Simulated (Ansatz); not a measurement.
Set up this calculation in Ansatz 0.2.0, as the native input.

* Task: single point
* Functional: PBEsol
* Potentials or basis: Ansatz PAW
* Cutoff: 420 eV (not typed: the program's choice for these potentials)
* k mesh: 8 × 8 × 8
* Occupations: fermi-dirac, width 0.05 eV
* Spin: no spin polarisation

Crystal: InSe.

```
In Se
1.0
     2.00000    1.15470    8.44000
    -2.00000    1.15470    8.44000
     0.00000   -2.30940    8.44000
In Se
2 2
Direct
  0.88860 0.88860 0.88860
  0.00000 0.00000 0.00000
  0.17190 0.17190 0.17190
  0.38350 0.38350 0.38350
```

The input as run:

input.yaml

```yaml
crystal:
  lattice:
    - [2.0, 1.1547005384, 8.44]
    - [-2.0, 1.1547005384, 8.44]
    - [0.0, -2.3094010768, 8.44]
  atoms:
    - { symbol: In, position: [0.8886, 0.8886, 0.8886] }
    - { symbol: In, position: [0.0, 0.0, 0.0] }
    - { symbol: Se, position: [0.1719, 0.1719, 0.1719] }
    - { symbol: Se, position: [0.3835, 0.3835, 0.3835] }
hamiltonian:
  xc: pbesol
  pseudopotentials: { kind: paw }
kpoints:
  mp_grid: { grid: [8, 8, 8] }
scf:
  occupations: { method: fermi_dirac, width: 0.05 }
output:
  forces: true
  stress: true
  eigenvalues: true
```

Potentials or basis: Ansatz PAW.

Launch:

```sh
$ ansatz run input.yaml --threads 2 --pin off --max-ram 5632MiB --backend cpu --events-out ev --progress --plain --runs-dir out
```

Results of the run:

- Pressure: 0.2 GPa
- Largest force: 0.300 eV/Å
- Band gap on the k mesh: 0.34 eV, direct

Caveat: spin-orbit coupling is left out, which moves the levels of the heavy elements; the PAW data sets come from PBE, with cores solved anew for the run's functional, which leaves a small shift of forces and pressure.

Wall time 8.9 s on 2 threads of AMD EPYC 7R43 64-Core Processor (Zen 3), on a shared host, peak memory 0.54 GiB.
